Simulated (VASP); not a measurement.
# HfN (Fm-3m) in VASP: a series of runs

Runs on HfN. Level: PBE+D3(BJ). Tasks: relaxation of cell and atoms.

Program: VASP 6.6.1. These are calculated values, not measurements. Logs are shortened: lines on timing, memory, paths and dates and some standing lists are left out, and cuts for length are marked.

**1. The crystal as given**

The structure is cubic, space group Fm-3m (No. 225). The conventional cell has a = 4.512 Å, b = 4.512 Å, c = 4.512 Å, α = 90.00°, β = 90.00°, γ = 90.00°. Hf (site symmetry m-3m) is surrounded by 6 N at 2.26 Å. N (site symmetry m-3m) is surrounded by 6 Hf at 2.26 Å.

**2. Relaxation of cell and atoms, PBE+D3(BJ)**

The input, INCAR:

```
PREC = Accurate ; ENCUT = 600
EDIFF = 1E-6 ; ISMEAR = 1
SIGMA = 0.1 ; LREAL = F
LASPH = T ; NELM = 80
ALGO = Normal ; ISIF = 3
LWAVE = F ; LCHARG = F
GGA = PE ; IVDW = 12
IBRION = 2 ; NSW = 90
EDIFFG = -0.01
```

The input, KPOINTS:

```
regular mesh
0
Gamma
  14 14 14
```

The input, POSCAR:

```
HfN
1.0
    0.0000000000      2.2560000000      2.2560000000
    2.2560000000      0.0000000000      2.2560000000
    2.2560000000      2.2560000000      0.0000000000
Hf N
1 1
Direct
    0.0000000000      0.0000000000      0.0000000000
    0.5000000000      0.5000000000      0.5000000000
```

Potentials or basis: VASP PAW PBE potentials, release 64 (Hf_pv, N).

Started as:

```bash
$ cat potpaw_PBE.64/Hf_pv/POTCAR potpaw_PBE.64/N/POTCAR > POTCAR
$ mpirun -np 1 vasp_std > vasp.out
```

OUTCAR:

```text
PREC = Accurate
   ENCUT = 600
   EDIFF = 1E-6
   ISMEAR = 1
   LREAL = F
   LASPH = T
   NELM = 80
   ISIF = 3
   GGA = PE
   IVDW = 12
   IBRION = 2
   NSW = 90
   EDIFFG = -0.01
 IVDW          = 12

 ion  position               nearest neighbor table
   1  0.000  0.000  0.000-   2 2.26   2 2.26   2 2.26   2 2.26   2 2.26   2 2.26
   2  0.500  0.500  0.500-   1 2.26   1 2.26   1 2.26   1 2.26   1 2.26   1 2.26

  LATTYP: Found a face centered cubic cell.
 ALAT       =     4.5120000000

  Lattice vectors:

 A1 = (   0.0000000000,   2.2560000000,   2.2560000000)
 A2 = (   2.2560000000,   0.0000000000,   2.2560000000)
 A3 = (   2.2560000000,   2.2560000000,   0.0000000000)

Analysis of symmetry for initial positions (statically):
=====================================================================
 Subroutine PRICEL returns:
 Original cell was already a primitive cell.

 Routine SETGRP: Setting up the symmetry group for a
 face centered cubic supercell.

 Subroutine GETGRP returns: Found 48 space group operations
 (whereof 48 operations were pure point group operations)
 out of a pool of 48 trial point group operations.

The static configuration has the point symmetry O_h .

Analysis of symmetry for dynamics (positions and initial velocities):
=====================================================================
 Subroutine PRICEL returns:
 Original cell was already a primitive cell.

 Routine SETGRP: Setting up the symmetry group for a
 face centered cubic supercell.

 Subroutine GETGRP returns: Found 48 space group operations
 (whereof 48 operations were pure point group operations)
 out of a pool of 48 trial point group operations.

The dynamic configuration has the point symmetry O_h .

 Subroutine INISYM returns: Found 48 space group operations
 (whereof 48 operations are pure point group operations),
 and found     1 'primitive' translations

----------------------------------------------------------------------------------------

                                     Primitive cell

  volume of cell :      22.9640

  direct lattice vectors                    reciprocal lattice vectors
     0.000000000  2.256000000  2.256000000    -0.221631206  0.221631206  0.221631206
     2.256000000  0.000000000  2.256000000     0.221631206 -0.221631206  0.221631206
     2.256000000  2.256000000  0.000000000     0.221631206  0.221631206 -0.221631206

  length of vectors
     3.190465797  3.190465797  3.190465797     0.383876509  0.383876509  0.383876509

  position of ions in fractional coordinates (direct lattice)
     0.000000000  0.000000000  0.000000000
     0.500000000  0.500000000  0.500000000

  ion indices of the primitive-cell ions
   primitive index   ion index
                 1           1
                 2           2

----------------------------------------------------------------------------------------

 KPOINTS: regular mesh

Automatic generation of k-mesh.
 Grid dimensions read from file:
 generate k-points for:   14   14   14

 Generating k-lattice:

  Cartesian coordinates                     Fractional coordinates (reciprocal lattice)
    -0.015830800  0.015830800  0.015830800     0.071428571  0.000000000  0.000000000
     0.015830800 -0.015830800  0.015830800     0.000000000  0.071428571  0.000000000
     0.015830800  0.015830800 -0.015830800     0.000000000  0.000000000  0.071428571

  Length of vectors
     0.027419751  0.027419751  0.027419751

  Shift w.r.t. Gamma in fractional coordinates (k-lattice)
     0.000000000  0.000000000  0.000000000

 Subroutine IBZKPT returns following result:
 ===========================================

 Found    104 irreducible k-points:

 Following reciprocal coordinates:
            Coordinates               Weight
  0.000000  0.000000  0.000000      1.000000
  0.071429  0.000000  0.000000      8.000000
  0.142857  0.000000  0.000000      8.000000
  0.214286  0.000000  0.000000      8.000000
  0.285714  0.000000  0.000000      8.000000
  0.357143  0.000000  0.000000      8.000000
[... 16 lines left out ...]
  0.214286  0.142857  0.000000     24.000000
  0.285714  0.142857  0.000000     24.000000
 [... further k-points ...]
   k-points           NKPTS =    104   k-points in BZ     NKDIM =    104   number of bands    NBANDS=     11
   number of dos      NEDOS =    301   number of ions     NIONS =      2
   total plane-waves  NPLWV =  21952
   dimension x,y,z NGX =    28 NGY =   28 NGZ =   28
   dimension x,y,z NGXF=    56 NGYF=   56 NGZF=   56
   ions per type =               1   1
   NGX,Y,Z   is equivalent  to a cutoff of  14.59, 14.59, 14.59 a.u.
   NGXF,Y,Z  is equivalent  to a cutoff of  29.18, 29.18, 29.18 a.u.
 SYSTEM =  unknown system
   PREC   = accura    normal or accurate (medium, high low for compatibility)
   ISTART =      0    job   : 0-new  1-cont  2-samecut
   ICHARG =      2    charge: 1-file 2-atom 10-const
   ISPIN  =      1    spin polarized calculation?
   LNONCOLLINEAR =      F non collinear calculations
   LSORBIT =      F    spin-orbit coupling
   LASPH  =      T    aspherical Exc in radial PAW
   ENCUT  =  600.0 eV  44.10 Ry    6.64 a.u.   6.37  6.37  6.37*2*pi/ulx,y,z
   NELM   =     80;   NELMIN=  2; NELMDL= -5     # of ELM steps
   EDIFF  = 0.1E-05   stopping-criterion for ELM
   LREAL  =      F    real-space projection
   EDIFFG = -.1E-01   stopping-criterion for IOM
   NSW    =     90    number of steps for IOM
   IBRION =      2    ionic relax: 0-MD 1-quasi-New 2-CG
   NFREE  =      1    steps in history (QN), initial steepest desc. (CG)
   ISIF   =      3    stress and relaxation
   ISYM   =      2    0-nonsym 1-usesym 2-fastsym
   POTIM  = 0.5000    time-step for ionic-motion
   TEBEG  =    0.0;   TEEND  =   0.0 temperature during run
   PSTRESS=    0.0 pullay stress
   NELECT =      15.0000    total number of electrons
   NUPDOWN=      -1.0000    fix difference up-down
   EMIN   =  10.00;   EMAX   =-10.00  energy-range for DOS
   EFERMI =   0.00;   METHOD = LEGACY
   ISMEAR =     1;   SIGMA  =   0.10  broadening in eV -4-tet -1-fermi 0-gaus
   EFERMI_NEDOS =   21; number of points for ismear=-14 and -15
   IALGO  =     38    algorithm
   IMIX   =      4    mixing-type and parameters
     AMIX     =   0.40;   BMIX     =  1.00
     AMIX_MAG =   1.60;   BMIX_MAG =  1.00
  volume/ion in A,a.u.               =      11.48        77.48
  Fermi-wavevector in a.u.,A,eV,Ry     =   1.420440  2.684242 27.451783  2.017649
  Thomas-Fermi vector in A             =   2.541355
   LORBIT       =      0    0 simple, 1 ext, 2 COOP (PROOUT), +10 PAW based schemes
   GGA     = PE    functional components
   LHFCALC =     F    Hartree Fock is set to
   AEXX    =    0.0000 exact exchange contribution
   IVDW    =    12    specifies the selected vdW correction
   LEPSILON=     F    determine dielectric tensor
   LRPA    =     F    only Hartree local field effects (RPA)
 conjugate gradient relaxation of ions
 non-spin polarized calculation
 Methfessel and Paxton  Order N= 1 SIGMA  =   0.10
  energy-cutoff  :      600.00
  volume of cell :       22.96
 maximum number of plane-waves:       779
 NGX is ok and might be reduce to    28
   NGX = 13   NGY = 13   NGZ = 13

--------------------------------------- Ionic step        1  -------------------------------------------

 number of electron      15.0000002 magnetization

 Free energy of the ion-electron system (eV)
  ---------------------------------------------------
  ext. energy  EPLUGINS =         0.00000000
  ---------------------------------------------------
  free energy    TOTEN  =       -21.75093566 eV

  energy without entropy =      -21.75042574  energy(sigma->0) =      -21.75076569

------------------------ aborting loop because EDIFF is reached ----------------------------------------

 Edisp (eV)   -0.77562

 E8    (eV) :    -0.3639

  FORCE on cell =-STRESS in cart. coord.  units (eV):
  Direction    XX          YY          ZZ          XY          YZ          ZX
  --------------------------------------------------------------------------------------
  -------------------------------------------------------------------------------------
  Total      -0.22921    -0.22921    -0.22921     0.00000     0.00000    -0.00000
  in kB     -15.99146   -15.99146   -15.99146     0.00000     0.00000    -0.00000
  external pressure =      -15.99 kB  Pullay stress =        0.00 kB
[... 61 lines left out ...]
  energy  without entropy=      -22.5243192400  energy(sigma->0) =      -22.52463460

--------------------------------------- Ionic step        3  -------------------------------------------

 number of electron      15.0000002 magnetization

 Free energy of the ion-electron system (eV)
  ---------------------------------------------------
  ext. energy  EPLUGINS =         0.00000000
  ---------------------------------------------------
  free energy    TOTEN  =       -21.74693927 eV

  energy without entropy =      -21.74644279  energy(sigma->0) =      -21.74677378

 E-fermi :   8.4700     XC(G=0): -12.7834

 val. band max:        8.4495862836   @ k =   0.5000   0.2143   0.0000
 cond. band min:       8.4929600763   @ k =   0.1429   0.0000   0.0000
 fundamental gap:      0.0433737927
 Fermi energy:         8.4700118129

 k-point     1 :       0.0000    0.0000    0.0000
  band No.  band energies     occupation
      1     -22.6422      2.00000
      2     -22.6422      2.00000
      3     -22.6422      2.00000
      4      -9.0961      2.00000
      5       5.4332      2.00000
      6       5.4332      2.00000
      7       5.4332      2.00000
      8       8.1203      2.00001
      9       8.1203      2.00001
     10       8.1203      2.00001
     11      10.3623     -0.00000
[... 309 lines left out ...]
 k-point    24 :       0.2857    0.1429    0.0000
  band No.  band energies     occupation
      1     -23.1434      2.00000
      2     -22.7572      2.00000
      3     -22.7416      2.00000
      4      -7.8124      2.00000
      5       1.6804      2.00000
      6       3.6490      2.00000
      7       4.0288      2.00000
      8       7.4085      2.00000
      9      10.9059      0.00000
     10      11.0229      0.00000
     11      12.3957      0.00000

 [... further k-points ...]

------------------------ aborting loop because EDIFF is reached ----------------------------------------

 Edisp (eV)   -0.78027

 E8    (eV) :    -0.3661

  FORCE on cell =-STRESS in cart. coord.  units (eV):
  Direction    XX          YY          ZZ          XY          YZ          ZX
  --------------------------------------------------------------------------------------
  -------------------------------------------------------------------------------------
  Total       0.00156     0.00156     0.00156     0.00000     0.00000    -0.00000
  in kB       0.10955     0.10955     0.10955     0.00000     0.00000    -0.00000
  external pressure =        0.11 kB  Pullay stress =        0.00 kB
[... 17 lines left out ...]
  FREE ENERGIE OF THE ION-ELECTRON SYSTEM (eV)
  ---------------------------------------------------
  free  energy   TOTEN  =       -22.5272120374 eV

  energy  without entropy=      -22.5267155510  energy(sigma->0) =      -22.52704654

 reached required accuracy - stopping structural energy minimisation
```

It took 42 s on 1 thread of Intel Xeon Platinum 8559C (Emerald Rapids), shared host; peak memory 0.2 GiB.

What came out:

```yaml
Free_energy: -22.5272 eV
Relaxed_volume: 11.42 Å³/atom
Relaxed_cell: a = 3.184 Å, b = 3.184 Å, c = 3.184 Å, α = 60.00°, β = 60.00°, γ = 60.00°
Space_group_after_relaxing_to_0.05_Å: Fm-3m (No. 225)
Energy_gained_by_relaxing: 0.3 meV/atom
Ionic_steps: 3
Pressure_after_relaxing: 0.0 GPa
Band_gap_on_the_k_mesh: none (metal or under the smearing width)
Dispersion_energy_per_atom: -0.390 eV
```

The path:
| step | energy change (eV) | largest force (eV/Å) | pressure (GPa) | volume (Å³) |
| --- | --- | --- | --- | --- |
| 1 | 0.0000 | 0.0000 | -1.60 | 22.96 |
| 2 | 0.0018 | 0.0000 | 3.17 | 22.59 |
| 3 | -0.0007 | 0.0000 | 0.01 | 22.83 |

Final structure:
```
Hf N
1.0
     0.00000    2.25171    2.25171
     2.25171    0.00000    2.25171
     2.25171    2.25171    0.00000
Hf N
1 1
Direct
  0.00000 0.00000 0.00000
  0.50000 0.50000 0.50000
```

Levels at points of the mesh, in eV from the Fermi level:
```csv
k point,band 4,band 5,band 6,band 7,band 8,band 9,band 10,band 11
"(0.00, 0.00, 0.00)",-17.57,-3.04,-3.04,-3.04,-0.35,-0.35,-0.35,1.89
"(0.50, 0.00, 0.00)",-14.79,-8.94,-6.23,-6.23,3.32,3.76,3.76,4.48
"(0.50, 0.50, 0.00)",-16.47,-5.41,-3.85,-3.70,-3.70,4.15,5.60,5.71
```

Caveat: pairwise dispersion overbinds metals, which lowers pressure and volume.

**3. Relaxation of cell and atoms, PBE+D3(BJ)**

This run uses another cell than the first one, of 11.42 Å³/atom, 0.994 times its volume.

The input, INCAR:

```
PREC = Accurate ; ENCUT = 600
EDIFF = 1E-7 ; ISMEAR = 1
SIGMA = 0.1 ; LREAL = F
LASPH = T ; NELM = 80
ALGO = Normal ; ISIF = 3
LWAVE = F ; LCHARG = F
GGA = PE ; IVDW = 12
IBRION = 2 ; NSW = 90
EDIFFG = -0.005
```

KPOINTS is that of step 2.

The input, POSCAR:

```
HfN                                     
1.0
    0.0000000000      2.2517055567      2.2517055567
    2.2517055567      0.0000000000      2.2517055567
    2.2517055567      2.2517055567     -0.0000000000
  Hf              N             
     1     1
Direct
     0.0000000000000000    0.0000000000000000    0.0000000000000000
     0.5000000000000000    0.5000000000000000    0.5000000000000000
```

Potentials or basis: VASP PAW PBE potentials, release 64 (Hf_pv, N).

Started as:

```bash
$ cat potpaw_PBE.64/Hf_pv/POTCAR potpaw_PBE.64/N/POTCAR > POTCAR
$ mpirun -np 1 vasp_std > vasp.out
```

Wall time 27 s (1 thread of Intel Xeon Platinum 8559C (Emerald Rapids), shared host); peak memory 0.19 GiB.

The run converged. Its results:

```yaml
Free_energy: -22.5270 eV
Pressure_after_relaxing: 0.0 GPa
Band_gap_on_the_k_mesh: none (metal or under the smearing width)
Dispersion_energy_per_atom: -0.390 eV
```

Final structure:
```cif
data_structure
_symmetry_space_group_name_H-M 'P 1'
_symmetry_Int_Tables_number 1
_cell_length_a 3.1844
_cell_length_b 3.1844
_cell_length_c 3.1844
_cell_angle_alpha 60.000
_cell_angle_beta 60.000
_cell_angle_gamma 60.000
_cell_volume 22.83
loop_
_atom_site_label
_atom_site_type_symbol
_atom_site_fract_x
_atom_site_fract_y
_atom_site_fract_z
_atom_site_occupancy
Hf1 Hf 0.00000 0.00000 0.00000 1
N1 N 0.50000 0.50000 0.50000 1
```

Levels at points of the mesh, in eV from the Fermi level:
```csv
k point,band 6,band 7,band 8,band 9,band 10,band 11
"(0.00, 0.00, 0.00)",-3.04,-3.04,-0.35,-0.35,-0.35,1.89
"(0.50, 0.00, 0.00)",-6.23,-6.23,3.32,3.76,3.76,4.48
"(0.50, 0.50, 0.00)",-3.85,-3.70,-3.70,4.15,5.60,5.71
```

Caveat: the relaxation stopped at its first step, so nothing moved; pairwise dispersion overbinds metals, which lowers pressure and volume.
